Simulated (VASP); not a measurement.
# Al (Fm-3m) in VASP: notebook

The runs below take Al through band structure, electric field gradients, with SCAN0, revPBE+D2, PBE+TS.

Everything below comes from runs of VASP 6.6.1. Logs are shortened: lines on timing, memory, paths and dates and some standing lists are left out, and cuts for length are marked.

## (1) Starting point

Symmetry: Fm-3m, No. 225, cubic system. The conventional cell has a = 4.050 Å, b = 4.050 Å, c = 4.050 Å, α = 90.00°, β = 90.00°, γ = 90.00°. Al (site symmetry m-3m) is surrounded by 12 Al at 2.86 Å.

## (2) Band structure, SCAN0

Contents of POSCAR:

```
Al
1.0
    0.0000000000      2.0248050000      2.0248050000
    2.0248050000      0.0000000000      2.0248050000
    2.0248050000      2.0248050000      0.0000000000
Al
1
Direct
    0.0000000000      0.0000000000      0.0000000000
```

Contents of INCAR.step1:

```
SYSTEM = Al
PREC = Accurate ; ENCUT = 520
EDIFF = 1E-5 ; ISMEAR = -1
SIGMA = 0.05 ; LREAL = .FALSE.
LASPH = .TRUE. ; NELM = 100
ALGO = Normal ; ISIF = 2
LWAVE = .TRUE. ; LCHARG = .FALSE.
GGA = PE
```

Contents of INCAR.step2:

```
SYSTEM = Al
PREC = Accurate ; ENCUT = 520
EDIFF = 1E-7 ; ISMEAR = -1
SIGMA = 0.05 ; LREAL = .FALSE.
LASPH = .TRUE. ; NELM = 100
ALGO = Normal ; ISIF = 2
LWAVE = .FALSE. ; LCHARG = .FALSE.
METAGGA = SCAN ; LHFCALC = .TRUE.
AEXX = 0.25 ; LMIXTAU = .TRUE.
PRECFOCK = Fast ; HFRCUT = -1
ISTART = 1
```

Contents of KPOINTS:

```
regular mesh
0
G
  6 6 6
  0 0 0
```

Contents of KPOINTS_OPT:

```
path GXWKGLUWLK,UX
8
line-mode
reciprocal
 0.0000000000  0.0000000000  0.0000000000  G
 0.5000000000  0.0000000000  0.5000000000  X

 0.5000000000  0.0000000000  0.5000000000  X
 0.5000000000  0.2500000000  0.7500000000  W

 0.5000000000  0.2500000000  0.7500000000  W
 0.3750000000  0.3750000000  0.7500000000  K

 0.3750000000  0.3750000000  0.7500000000  K
 0.0000000000  0.0000000000  0.0000000000  G

 0.0000000000  0.0000000000  0.0000000000  G
 0.5000000000  0.5000000000  0.5000000000  L

 0.5000000000  0.5000000000  0.5000000000  L
 0.6250000000  0.2500000000  0.6250000000  U

 0.6250000000  0.2500000000  0.6250000000  U
 0.5000000000  0.2500000000  0.7500000000  W

 0.5000000000  0.2500000000  0.7500000000  W
 0.5000000000  0.5000000000  0.5000000000  L

 0.5000000000  0.5000000000  0.5000000000  L
 0.3750000000  0.3750000000  0.7500000000  K

 0.6250000000  0.2500000000  0.6250000000  U
 0.5000000000  0.0000000000  0.5000000000  X
```

Potentials or basis: VASP PAW PBE potentials, release 64 (Al).

Command:

```sh
> cat potpaw_PBE.64/Al/POTCAR > POTCAR
> cp INCAR.step1 INCAR
> mpirun -np 1 vasp_std > vasp.out
> cp INCAR.step2 INCAR
> mpirun -np 1 vasp_std > vasp.out
```

OUTCAR:

```text
SYSTEM = Al
   PREC = Accurate
   ENCUT = 520
   EDIFF = 1E-7
   ISMEAR = -1
   LREAL = .FALSE.
   LASPH = .TRUE.
   NELM = 100
   ISIF = 2
   METAGGA = SCAN
   LHFCALC = .TRUE.
   AEXX = 0.25
   PRECFOCK = Fast
   ISTART = 1

 ion  position               nearest neighbor table
   1  0.000  0.000  0.000-

  LATTYP: Found a face centered cubic cell.
 ALAT       =     4.0496100000

  Lattice vectors:

 A1 = (   0.0000000000,   2.0248050000,   2.0248050000)
 A2 = (   2.0248050000,   0.0000000000,   2.0248050000)
 A3 = (   2.0248050000,   2.0248050000,   0.0000000000)

Analysis of symmetry for initial positions (statically):
=====================================================================
 Subroutine PRICEL returns:
 Original cell was already a primitive cell.

 Routine SETGRP: Setting up the symmetry group for a
 face centered cubic supercell.

 Subroutine GETGRP returns: Found 48 space group operations
 (whereof 48 operations were pure point group operations)
 out of a pool of 48 trial point group operations.

The static configuration has the point symmetry O_h .

Analysis of symmetry for dynamics (positions and initial velocities):
=====================================================================
 Subroutine PRICEL returns:
 Original cell was already a primitive cell.

 Routine SETGRP: Setting up the symmetry group for a
 face centered cubic supercell.

 Subroutine GETGRP returns: Found 48 space group operations
 (whereof 48 operations were pure point group operations)
 out of a pool of 48 trial point group operations.

The dynamic configuration has the point symmetry O_h .

 Subroutine INISYM returns: Found 48 space group operations
 (whereof 48 operations are pure point group operations),
 and found     1 'primitive' translations

----------------------------------------------------------------------------------------

                                     Primitive cell

  volume of cell :      16.6027

  direct lattice vectors                    reciprocal lattice vectors
     0.000000000  2.024805000  2.024805000    -0.246937359  0.246937359  0.246937359
     2.024805000  0.000000000  2.024805000     0.246937359 -0.246937359  0.246937359
     2.024805000  2.024805000  0.000000000     0.246937359  0.246937359 -0.246937359

  length of vectors
     2.863506692  2.863506692  2.863506692     0.427708053  0.427708053  0.427708053

  position of ions in fractional coordinates (direct lattice)
     0.000000000  0.000000000  0.000000000

  ion indices of the primitive-cell ions
   primitive index   ion index
                 1           1

----------------------------------------------------------------------------------------

 KPOINTS: regular mesh

Automatic generation of k-mesh.
 Grid dimensions read from file:
 generate k-points for:    6    6    6

 Generating k-lattice:

  Cartesian coordinates                     Fractional coordinates (reciprocal lattice)
    -0.041156227  0.041156227  0.041156227     0.166666667  0.000000000  0.000000000
     0.041156227 -0.041156227  0.041156227     0.000000000  0.166666667  0.000000000
     0.041156227  0.041156227 -0.041156227     0.000000000  0.000000000  0.166666667

  Length of vectors
     0.071284675  0.071284675  0.071284675

  Shift w.r.t. Gamma in fractional coordinates (k-lattice)
     0.000000000  0.000000000  0.000000000

 Subroutine IBZKPT returns following result:
 ===========================================

 Found     16 irreducible k-points:

 Following reciprocal coordinates:
            Coordinates               Weight
  0.000000  0.000000  0.000000      1.000000
  0.166667  0.000000  0.000000      8.000000
  0.333333  0.000000  0.000000      8.000000
  0.500000  0.000000  0.000000      4.000000
  0.166667  0.166667  0.000000      6.000000
  0.333333  0.166667  0.000000     24.000000
[... 8 lines left out ...]
 -0.333333  0.333333  0.166667     24.000000
 -0.333333  0.500000  0.166667     12.000000
   k-points           NKPTS =     16   k-points in BZ     NKDIM =    216   number of bands    NBANDS=      5
   number of dos      NEDOS =    301   number of ions     NIONS =      1
   total plane-waves  NPLWV =  13824
   dimension x,y,z NGX =    24 NGY =   24 NGZ =   24
   dimension x,y,z NGXF=    48 NGYF=   48 NGZF=   48
   ions per type =               1
   NGX,Y,Z   is equivalent  to a cutoff of  13.93, 13.93, 13.93 a.u.
   NGXF,Y,Z  is equivalent  to a cutoff of  27.87, 27.87, 27.87 a.u.
 SYSTEM =  Al
   PREC   = accura    normal or accurate (medium, high low for compatibility)
   ISTART =      1    job   : 0-new  1-cont  2-samecut
   ICHARG =      0    charge: 1-file 2-atom 10-const
   ISPIN  =      1    spin polarized calculation?
   LNONCOLLINEAR =      F non collinear calculations
   LSORBIT =      F    spin-orbit coupling
   LASPH  =      T    aspherical Exc in radial PAW
   ENCUT  =  520.0 eV  38.22 Ry    6.18 a.u.   5.32  5.32  5.32*2*pi/ulx,y,z
   NELM   =    100;   NELMIN=  2; NELMDL=  0     # of ELM steps
   EDIFF  = 0.1E-06   stopping-criterion for ELM
   LREAL  =      F    real-space projection
   EDIFFG = 0.1E-05   stopping-criterion for IOM
   NSW    =      0    number of steps for IOM
   IBRION =     -1    ionic relax: 0-MD 1-quasi-New 2-CG
   NFREE  =      0    steps in history (QN), initial steepest desc. (CG)
   ISIF   =      2    stress and relaxation
   ISYM   =      3    0-nonsym 1-usesym 2-fastsym
   POTIM  = 0.5000    time-step for ionic-motion
   TEBEG  =    0.0;   TEEND  =   0.0 temperature during run
   PSTRESS=    0.0 pullay stress
   NELECT =       3.0000    total number of electrons
   NUPDOWN=      -1.0000    fix difference up-down
   EMIN   =  10.00;   EMAX   =-10.00  energy-range for DOS
   EFERMI =   0.00;   METHOD = LEGACY
   ISMEAR =    -1;   SIGMA  =   0.05  broadening in eV -4-tet -1-fermi 0-gaus
   EFERMI_NEDOS =   21; number of points for ismear=-14 and -15
   IALGO  =     38    algorithm
   IMIX   =      1    mixing-type and parameters
     AMIX     =   0.40;   BMIX     =  1.00
     AMIX_MAG =   1.60;   BMIX_MAG =  1.00
  volume/ion in A,a.u.               =      16.60       112.04
  Fermi-wavevector in a.u.,A,eV,Ry     =   0.925526  1.748991 11.654733  0.856599
  Thomas-Fermi vector in A             =   2.051390
   LORBIT       =      0    0 simple, 1 ext, 2 COOP (PROOUT), +10 PAW based schemes
   METAGGA = SCAN    functional components
   LHFCALC =     T    Hartree Fock is set to
   PRECFOCK=fast      Normal, Fast or Accurate (Low or Medium for compatibility)
   ENCUT4O =  -1.0   cutoff for four orbital integrals eV
   NKREDX  =     1    reduce k-point grid by
   NKREDY  =     1    reduce k-point grid by
   NKREDZ  =     1    reduce k-point grid by
   AEXX    =    0.2500 exact exchange contribution
   HFSCREEN=    0.0000 screening length (either q_TF or 0.3 A-1)
   HFSCREENC=   0.0000 screening length for correlation (either q_TF or 0.3 A-1)
   ENCUTFOCK=  -1.0 apply spherical cutoff to Coloumb kernel
   IVDW    =     0    specifies the selected vdW correction
   LEPSILON=     F    determine dielectric tensor
   LRPA    =     F    only Hartree local field effects (RPA)
 non-spin polarized calculation
  energy-cutoff  :      520.00
  volume of cell :       16.60
 maximum number of plane-waves:       459
 NGX is ok and might be reduce to    24
  NGX = 14; NGY = 14; NGZ = 14

 number of electron       3.0000000 magnetization

 Free energy of the ion-electron system (eV)
  ---------------------------------------------------
  ext. energy  EPLUGINS =         0.00000000
  ---------------------------------------------------
  free energy    TOTEN  =        -7.48518628 eV

  energy without entropy =       -7.48136704  energy(sigma->0) =       -7.48327666

 E-fermi :   8.3997     XC(G=0):  -8.2028

 val. band max:        6.8748294572   @ k =  -0.3333   0.5000   0.1667
 cond. band min:       8.4167758631   @ k =  -0.3333   0.3333   0.0000
 fundamental gap:      1.5419464060
 Fermi energy:         8.3997089488

 k-point     1 :       0.0000    0.0000    0.0000
  band No.  band energies     occupation
      1      -5.5805      2.00000
      2      22.1807      0.00000
      3      22.1807      0.00000
      4      22.1807      0.00000
      5      23.6750      0.00000

 k-point     2 :       0.1667    0.0000    0.0000
  band No.  band energies     occupation
      1      -4.4724      2.00000
      2      15.7754      0.00000
      3      20.8014      0.00000
      4      20.8014      0.00000
      5      24.0525      0.00000

 k-point     3 :       0.3333    0.0000    0.0000
  band No.  band energies     occupation
      1      -2.0214      2.00000
      2       8.7164      0.00355
      3      20.1955      0.00000
      4      20.1955      0.00000
      5      22.9276      0.00000

 k-point     4 :       0.5000    0.0000    0.0000
  band No.  band energies     occupation
      1       2.1528      2.00000
      2       2.5215      2.00000
      3      20.8298      0.00000
      4      20.8298      0.00000
      5      20.9323      0.00000

 k-point     5 :       0.1667    0.1667    0.0000
  band No.  band energies     occupation
      1      -4.1922      2.00000
      2      18.2991      0.00000
      3      18.2991      0.00000
      4      18.4520      0.00000
      5      21.6648      0.00000

 k-point     6 :       0.3333    0.1667    0.0000
  band No.  band energies     occupation
      1      -2.2502      2.00000
      2      11.7102      0.00000
      3      17.1884      0.00000
      4      17.8865      0.00000
      5      18.8993      0.00000
[... 49 lines left out ...]
 k-point    13 :       0.5000    0.5000    0.0000
  band No.  band energies     occupation
      1       4.3089      2.00000
      2       5.8092      2.00000
      3      14.2564      0.00000
      4      14.5804      0.00000
      5      14.5804      0.00000

 k-point    14 :       0.5000    0.3333    0.1667
  band No.  band energies     occupation
      1       0.3274      2.00000
      2      10.2158      0.00000
      3      11.7936      0.00000
      4      14.3612      0.00000
      5      22.3164      0.00000

 k-point    15 :      -0.3333    0.3333    0.1667
  band No.  band energies     occupation
      1       4.3358      2.00000
      2       4.7682      2.00000
      3      11.6077      0.00000
      4      12.3617      0.00000
      5      23.5219      0.00000

 k-point    16 :      -0.3333    0.5000    0.1667
  band No.  band energies     occupation
      1       5.3338      2.00000
      2       6.8748      2.00000
      3       9.2062      0.00000
      4      10.9371      0.00000
      5      21.4068      0.00000

------------------------ aborting loop because EDIFF is reached ----------------------------------------

  FORCE on cell =-STRESS in cart. coord.  units (eV):
  Direction    XX          YY          ZZ          XY          YZ          ZX
  --------------------------------------------------------------------------------------
  -------------------------------------------------------------------------------------
  Total       -0.2444563     -0.2444563     -0.2444563      0.0000000     -0.0000000      0.0000000
  in kB      -23.5902338    -23.5902338    -23.5902338      0.0000000     -0.0000000      0.0000000
  external PRESSURE =     -23.5902338 kB  Pullay stress =       0.0000000 kB

 VOLUME and BASIS-vectors are now :
 -----------------------------------------------------------------------------
  energy-cutoff  :      520.00
  volume of cell :       16.60
      direct lattice vectors                 reciprocal lattice vectors
     0.000000000  2.024805000  2.024805000    -0.246937359  0.246937359  0.246937359
     2.024805000  0.000000000  2.024805000     0.246937359 -0.246937359  0.246937359
     2.024805000  2.024805000  0.000000000     0.246937359  0.246937359 -0.246937359

 POSITION                                       TOTAL-FORCE (eV/Angst)
 -----------------------------------------------------------------------------------
      0.00000      0.00000      0.00000         0.000000      0.000000      0.000000
 -----------------------------------------------------------------------------------
    total drift:                                0.000000      0.000000     -0.000000

  FREE ENERGIE OF THE ION-ELECTRON SYSTEM (eV)
  ---------------------------------------------------
  free  energy   TOTEN  =        -7.4851862848 eV

  energy  without entropy=       -7.4813670388  energy(sigma->0) =       -7.48327666
```

It took 5.5 min on 1 thread of AMD EPYC 7R43 (Zen 3), shared host; peak memory 0.1 GiB.

Results:

```yaml
Free_energy: -7.4852 eV
Pressure: -2.4 GPa
Band_gap_along_the_path: none (metal or under the smearing width)
```

Levels at the corners of the path, in eV from the Fermi level:
```tsv
point	band 1	band 2	band 3	band 4	band 5
Γ	-13.98	13.78	13.78	13.78	15.30
X	-4.09	-2.59	5.86	6.18	6.18
X	-4.09	-2.59	5.86	6.18	6.18
W	-1.47	-1.47	-0.52	0.93	17.06
W	-1.47	-1.47	-0.52	0.93	17.06
K	-2.94	-2.08	-0.94	7.28	8.97
K	-2.94	-2.08	-0.94	7.28	8.97
Γ	-13.98	13.78	13.78	13.78	15.28
Γ	-13.98	13.78	13.78	13.78	15.28
L	-6.25	-5.88	12.43	12.46	12.53
L	-6.25	-5.88	12.43	12.44	12.53
U	-2.94	-2.08	-0.94	7.28	8.97
U	-2.94	-2.08	-0.94	7.28	8.97
W	-1.47	-1.47	-0.52	0.93	17.06
W	-1.47	-1.47	-0.52	0.93	17.06
L	-6.25	-5.88	12.43	12.53	12.53
L	-6.25	-5.88	12.43	12.44	12.53
K	-2.94	-2.08	-0.94	7.28	8.97
U	-2.94	-2.08	-0.94	7.28	8.97
X	-4.09	-2.59	5.86	6.18	6.18
```

Caveat: the k mesh is coarse (spacing up to 0.45 Å⁻¹), so the values aren't converged, least of all with exact exchange; the PAW data sets were made with another functional, which shifts forces and pressure a little.

(Continued in part 2 of 2.)
